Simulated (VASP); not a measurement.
# CaO (Lime) (Fm-3m) in VASP: notebook

One crystal, CaO (Lime), is run at these levels: PBE; tasks: relaxation of the atoms.

Program: VASP 6.6.1. These are calculated values, not measurements. Logs are shortened: lines on timing, memory, paths and dates and some standing lists are left out, and cuts for length are marked.

**1. The undisturbed crystal**

The structure is cubic, space group Fm-3m (No. 225). Conventional cell: a = 4.813 Å, b = 4.813 Å, c = 4.813 Å, α = 90.00°, β = 90.00°, γ = 90.00°. Ca (site symmetry m-3m) has 6 O at 2.41 Å as nearest neighbours. O (site symmetry m-3m) has 6 Ca at 2.41 Å as nearest neighbours.

**2. Relaxation of the atoms, PBE (a relaxed cell with its volume scaled by 1.02)**

Contents of INCAR:

```
SYSTEM = CaO
  PREC = Accurate
  ENCUT = 300
  EDIFF = 1E-7
  ISMEAR = 0
  SIGMA = 0.03
  LREAL = .FALSE.
  LASPH = .TRUE.
  NELM = 80
  ALGO = Normal
  ISIF = 2
  LWAVE = .FALSE.
  LCHARG = .FALSE.
  GGA = PE
  IBRION = 2
  NSW = 40
  EDIFFG = -0.01
```

Contents of KPOINTS:

```
regular mesh
0
G
  5 5 5
  0 0 0
```

Contents of POSCAR:

```
CaO                                     
1.0
    0.0000000000      2.4267556479      2.4267556479
    2.4267556479      0.0000000000      2.4267556479
    2.4267556479      2.4267556479      0.0000000000
  Ca              O             
     1     1
Direct
     0.0000000000000000    0.0000000000000000    0.0000000000000000
     0.5000000000000000    0.5000000000000000    0.5000000000000000
```

Potentials or basis: VASP PAW PBE potentials, release 64 (Ca_sv, O_s).

Launch:

```
> cat potpaw_PBE.64/Ca_sv/POTCAR potpaw_PBE.64/O_s/POTCAR > POTCAR
> mpirun -np 1 vasp_std > vasp.out
```

OUTCAR:

```text
SYSTEM = CaO
   PREC = Accurate
   ENCUT = 300
   EDIFF = 1E-7
   ISMEAR = 0
   LREAL = .FALSE.
   LASPH = .TRUE.
   NELM = 80
   ISIF = 2
   GGA = PE
   IBRION = 2
   NSW = 40
   EDIFFG = -0.01

 ion  position               nearest neighbor table
   1  0.000  0.000  0.000-   2 2.43   2 2.43   2 2.43   2 2.43   2 2.43   2 2.43
   2  0.500  0.500  0.500-   1 2.43   1 2.43   1 2.43   1 2.43   1 2.43   1 2.43

  LATTYP: Found a face centered cubic cell.
 ALAT       =     4.8535112958

  Lattice vectors:

 A1 = (   0.0000000000,   2.4267556479,   2.4267556479)
 A2 = (   2.4267556479,   0.0000000000,   2.4267556479)
 A3 = (   2.4267556479,   2.4267556479,   0.0000000000)

Analysis of symmetry for initial positions (statically):
=====================================================================
 Subroutine PRICEL returns:
 Original cell was already a primitive cell.

 Routine SETGRP: Setting up the symmetry group for a
 face centered cubic supercell.

 Subroutine GETGRP returns: Found 48 space group operations
 (whereof 48 operations were pure point group operations)
 out of a pool of 48 trial point group operations.

The static configuration has the point symmetry O_h .

Analysis of symmetry for dynamics (positions and initial velocities):
=====================================================================
 Subroutine PRICEL returns:
 Original cell was already a primitive cell.

 Routine SETGRP: Setting up the symmetry group for a
 face centered cubic supercell.

 Subroutine GETGRP returns: Found 48 space group operations
 (whereof 48 operations were pure point group operations)
 out of a pool of 48 trial point group operations.

The dynamic configuration has the point symmetry O_h .

 Subroutine INISYM returns: Found 48 space group operations
 (whereof 48 operations are pure point group operations),
 and found     1 'primitive' translations

----------------------------------------------------------------------------------------

                                     Primitive cell

  volume of cell :      28.5830

  direct lattice vectors                    reciprocal lattice vectors
     0.000000000  2.426755648  2.426755648    -0.206036401  0.206036401  0.206036401
     2.426755648  0.000000000  2.426755648     0.206036401 -0.206036401  0.206036401
     2.426755648  2.426755648  0.000000000     0.206036401  0.206036401 -0.206036401

  length of vectors
     3.431950750  3.431950750  3.431950750     0.356865515  0.356865515  0.356865515

  position of ions in fractional coordinates (direct lattice)
     0.000000000  0.000000000  0.000000000
     0.500000000  0.500000000  0.500000000

  ion indices of the primitive-cell ions
   primitive index   ion index
                 1           1
                 2           2

----------------------------------------------------------------------------------------

 KPOINTS: regular mesh

Automatic generation of k-mesh.
 Grid dimensions read from file:
 generate k-points for:    5    5    5

 Generating k-lattice:

  Cartesian coordinates                     Fractional coordinates (reciprocal lattice)
    -0.041207280  0.041207280  0.041207280     0.200000000  0.000000000  0.000000000
     0.041207280 -0.041207280  0.041207280     0.000000000  0.200000000  0.000000000
     0.041207280  0.041207280 -0.041207280     0.000000000  0.000000000  0.200000000

  Length of vectors
     0.071373103  0.071373103  0.071373103

  Shift w.r.t. Gamma in fractional coordinates (k-lattice)
     0.000000000  0.000000000  0.000000000

 Subroutine IBZKPT returns following result:
 ===========================================

 Found     10 irreducible k-points:

 Following reciprocal coordinates:
            Coordinates               Weight
  0.000000  0.000000  0.000000      1.000000
  0.200000  0.000000  0.000000      8.000000
  0.400000  0.000000  0.000000      8.000000
  0.200000  0.200000  0.000000      6.000000
  0.400000  0.200000  0.000000     24.000000
 -0.400000  0.200000  0.000000     24.000000
 -0.200000  0.200000  0.000000     12.000000
  0.400000  0.400000  0.000000      6.000000
 -0.400000  0.400000  0.000000     12.000000
 -0.400000  0.400000  0.200000     24.000000
   k-points           NKPTS =     10   k-points in BZ     NKDIM =     10   number of bands    NBANDS=     12
   number of dos      NEDOS =    301   number of ions     NIONS =      2
   total plane-waves  NPLWV =   8000
   dimension x,y,z NGX =    20 NGY =   20 NGZ =   20
   dimension x,y,z NGXF=    40 NGYF=   40 NGZF=   40
   ions per type =               1   1
   NGX,Y,Z   is equivalent  to a cutoff of   9.69,  9.69,  9.69 a.u.
   NGXF,Y,Z  is equivalent  to a cutoff of  19.38, 19.38, 19.38 a.u.
 SYSTEM =  CaO
   PREC   = accura    normal or accurate (medium, high low for compatibility)
   ISTART =      0    job   : 0-new  1-cont  2-samecut
   ICHARG =      2    charge: 1-file 2-atom 10-const
   ISPIN  =      1    spin polarized calculation?
   LNONCOLLINEAR =      F non collinear calculations
   LSORBIT =      F    spin-orbit coupling
   LASPH  =      T    aspherical Exc in radial PAW
   ENCUT  =  300.0 eV  22.05 Ry    4.70 a.u.   4.85  4.85  4.85*2*pi/ulx,y,z
   NELM   =     80;   NELMIN=  2; NELMDL= -5     # of ELM steps
   EDIFF  = 0.1E-06   stopping-criterion for ELM
   LREAL  =      F    real-space projection
   EDIFFG = -.1E-01   stopping-criterion for IOM
   NSW    =     40    number of steps for IOM
   IBRION =      2    ionic relax: 0-MD 1-quasi-New 2-CG
   NFREE  =      1    steps in history (QN), initial steepest desc. (CG)
   ISIF   =      2    stress and relaxation
   ISYM   =      2    0-nonsym 1-usesym 2-fastsym
   POTIM  = 0.5000    time-step for ionic-motion
   TEBEG  =    0.0;   TEEND  =   0.0 temperature during run
   PSTRESS=    0.0 pullay stress
   NELECT =      16.0000    total number of electrons
   NUPDOWN=      -1.0000    fix difference up-down
   EMIN   =  10.00;   EMAX   =-10.00  energy-range for DOS
   EFERMI =   0.00;   METHOD = LEGACY
   ISMEAR =     0;   SIGMA  =   0.03  broadening in eV -4-tet -1-fermi 0-gaus
   EFERMI_NEDOS =   21; number of points for ismear=-14 and -15
   IALGO  =     38    algorithm
   IMIX   =      4    mixing-type and parameters
     AMIX     =   0.40;   BMIX     =  1.00
     AMIX_MAG =   1.60;   BMIX_MAG =  1.00
  volume/ion in A,a.u.               =      14.29        96.44
  Fermi-wavevector in a.u.,A,eV,Ry     =   1.349208  2.549633 24.767517  1.820361
  Thomas-Fermi vector in A             =   2.476813
   LORBIT       =      0    0 simple, 1 ext, 2 COOP (PROOUT), +10 PAW based schemes
   GGA     = PE    functional components
   LHFCALC =     F    Hartree Fock is set to
   AEXX    =    0.0000 exact exchange contribution
   IVDW    =     0    specifies the selected vdW correction
   LEPSILON=     F    determine dielectric tensor
   LRPA    =     F    only Hartree local field effects (RPA)
 conjugate gradient relaxation of ions
 non-spin polarized calculation
 Gauss-broadening in eV      SIGMA  =   0.03
  energy-cutoff  :      300.00
  volume of cell :       28.58
 maximum number of plane-waves:       344
   NGX =  9   NGY =  9   NGZ =  9

 number of electron      16.0000003 magnetization

 Free energy of the ion-electron system (eV)
  ---------------------------------------------------
  ext. energy  EPLUGINS =         0.00000000
  ---------------------------------------------------
  free energy    TOTEN  =       -12.81054692 eV

  energy without entropy =      -12.81054692  energy(sigma->0) =      -12.81054692

 E-fermi :   2.5366     XC(G=0): -10.3352

 val. band max:        2.3830263365   @ k =   0.0000   0.0000   0.0000
 cond. band min:       6.2088814521   @ k =   0.4000   0.4000   0.0000
 fundamental gap:      3.8258551156
 Fermi energy:         2.5365601943

 k-point     1 :       0.0000    0.0000    0.0000
  band No.  band energies     occupation
      1     -35.3726      2.00000
      2     -16.1577      2.00000
      3     -16.1577      2.00000
      4     -16.1577      2.00000
      5     -13.0810      2.00000
      6       2.3830      2.00000
      7       2.3830      2.00000
      8       2.3830      2.00000
      9       6.8780      0.00000
     10       8.5403      0.00000
     11       8.5403      0.00000
     12       8.5403      0.00000

 k-point     2 :       0.2000    0.0000    0.0000
  band No.  band energies     occupation
      1     -35.3417      2.00000
      2     -16.5583      2.00000
      3     -16.1751      2.00000
      4     -16.1751      2.00000
      5     -12.6507      2.00000
      6       1.2783      2.00000
      7       1.9346      2.00000
      8       1.9346      2.00000
      9       8.3151      0.00000
     10       8.5718      0.00000
     11       9.1589      0.00000
     12       9.1589      0.00000

 k-point     3 :       0.4000    0.0000    0.0000
  band No.  band energies     occupation
      1     -35.2911      2.00000
      2     -17.0713      2.00000
      3     -16.2029      2.00000
      4     -16.2029      2.00000
      5     -12.0875      2.00000
      6       0.0039      2.00000
      7       1.3306      2.00000
      8       1.3306      2.00000
      9       9.0797      0.00000
     10      10.3466      0.00000
     11      10.3466      0.00000
     12      10.3904      0.00000
[... 76 lines left out ...]
 k-point     9 :      -0.4000    0.4000    0.0000
  band No.  band energies     occupation
      1     -35.2560      2.00000
      2     -16.6397      2.00000
      3     -16.5696      2.00000
      4     -16.3267      2.00000
      5     -12.6151      2.00000
      6       1.1349      2.00000
      7       1.3317      2.00000
      8       1.7348      2.00000
      9       7.0145      0.00000
     10      10.5905      0.00000
     11      10.6156      0.00000
     12      11.4195      0.00000

 k-point    10 :      -0.4000    0.4000    0.2000
  band No.  band energies     occupation
      1     -35.2618      2.00000
      2     -16.7497      2.00000
      3     -16.4583      2.00000
      4     -16.3602      2.00000
      5     -12.4481      2.00000
      6       0.8137      2.00000
      7       1.3745      2.00000
      8       1.4930      2.00000
      9       7.9641      0.00000
     10       9.4849      0.00000
     11      10.6640      0.00000
     12      11.4009      0.00000

------------------------ aborting loop because EDIFF is reached ----------------------------------------

  FORCE on cell =-STRESS in cart. coord.  units (eV):
  Direction    XX          YY          ZZ          XY          YZ          ZX
  --------------------------------------------------------------------------------------
  -------------------------------------------------------------------------------------
  Total       -0.3663419     -0.3663419     -0.3663419     -0.0000000      0.0000000      0.0000000
  in kB      -20.5347306    -20.5347306    -20.5347306     -0.0000000      0.0000000      0.0000000
  external PRESSURE =     -20.5347306 kB  Pullay stress =       0.0000000 kB

 VOLUME and BASIS-vectors are now :
 -----------------------------------------------------------------------------
  energy-cutoff  :      300.00
  volume of cell :       28.58
      direct lattice vectors                 reciprocal lattice vectors
     0.000000000  2.426755648  2.426755648    -0.206036401  0.206036401  0.206036401
     2.426755648  0.000000000  2.426755648     0.206036401 -0.206036401  0.206036401
     2.426755648  2.426755648  0.000000000     0.206036401  0.206036401 -0.206036401

 POSITION                                       TOTAL-FORCE (eV/Angst)
 -----------------------------------------------------------------------------------
      0.00000      0.00000      0.00000         0.000000      0.000000     -0.000000
      2.42676      2.42676      2.42676        -0.000000     -0.000000      0.000000
 -----------------------------------------------------------------------------------
    total drift:                                0.000000     -0.000000      0.000000

  FREE ENERGIE OF THE ION-ELECTRON SYSTEM (eV)
  ---------------------------------------------------
  free  energy   TOTEN  =       -12.8105469225 eV

  energy  without entropy=      -12.8105469225  energy(sigma->0) =      -12.81054692

 reached required accuracy - stopping structural energy minimisation
```

It took 6.9 s on 1 thread of Intel Xeon Platinum 8488C (Sapphire Rapids), shared host; peak memory 0.11 GiB.

What came out:

| Item | Value |
| --- | --- |
| Free energy | -12.8105 eV |
| Band gap on the k mesh | 3.83 eV, indirect (least direct gap 4.20 eV) |

Final structure:
```
Ca O
1.0
     0.00000    2.42676    2.42676
     2.42676    0.00000    2.42676
     2.42676    2.42676    0.00000
Ca O
1 1
Direct
  0.00000 0.00000 0.00000
  0.50000 0.50000 0.50000
```

Levels at points of the mesh, in eV from the valence-band top:
| k point | band 4 | band 5 | band 6 | band 7 | band 8 | band 9 | band 10 | band 11 | band 12 |
| --- | --- | --- | --- | --- | --- | --- | --- | --- | --- |
| (0.00, 0.00, 0.00) | -18.54 | -15.46 | 0.00 | 0.00 | 0.00 | 4.50 | 6.16 | 6.16 | 6.16 |

Caveat: the k mesh is coarse (spacing up to 0.45 Å⁻¹), so the values aren't converged; the cutoff is under 1.25 times the usual one of these potentials, so pressure, stress and relaxed cells hold a basis-set (Pulay) error; the relaxation stopped at its first step, so nothing moved; an odd mesh through Γ misses points on the zone boundary, where band edges often lie.

**3. Relaxation of the atoms, PBE (a relaxed cell with its volume scaled by 1.04)**

INCAR is that of step 2.

KPOINTS is that of step 2.

Contents of POSCAR:

```
CaO                                     
1.0
    0.0000000000      2.4425142430      2.4425142430
    2.4425142430      0.0000000000      2.4425142430
    2.4425142430      2.4425142430      0.0000000000
  Ca              O             
     1     1
Direct
     0.0000000000000000    0.0000000000000000    0.0000000000000000
     0.5000000000000000    0.5000000000000000    0.5000000000000000
```

Potentials or basis: VASP PAW PBE potentials, release 64 (Ca_sv, O_s).

Launch:

```
> cat potpaw_PBE.64/Ca_sv/POTCAR potpaw_PBE.64/O_s/POTCAR > POTCAR
> mpirun -np 1 vasp_std > vasp.out
```

It took 6.6 s on 1 thread of Intel Xeon Platinum 8488C (Sapphire Rapids), shared host; peak memory 0.11 GiB.

It converged, with:

```yaml
Free_energy: -12.8064 eV
Band_gap_on_the_k_mesh: 3.82 eV, indirect (least direct gap 4.20 eV)
```

Final structure:
```
Ca O
1.0
     0.00000    2.44251    2.44251
     2.44251    0.00000    2.44251
     2.44251    2.44251    0.00000
Ca O
1 1
Cartesian
  0.0000 0.0000 0.0000
  2.4425 2.4425 2.4425
```

Levels at points of the mesh, in eV from the valence-band top:
```tsv
k point	band 5	band 6	band 7	band 8	band 9	band 10	band 11	band 12
(0.00, 0.00, 0.00)	-15.43	0.00	0.00	0.00	4.34	6.11	6.11	6.11
```

Caveat: the k mesh is coarse (spacing up to 0.45 Å⁻¹), so the values aren't converged; the cutoff is under 1.25 times the usual one of these potentials, so pressure, stress and relaxed cells hold a basis-set (Pulay) error; the relaxation stopped at its first step, so nothing moved; an odd mesh through Γ misses points on the zone boundary, where band edges often lie.
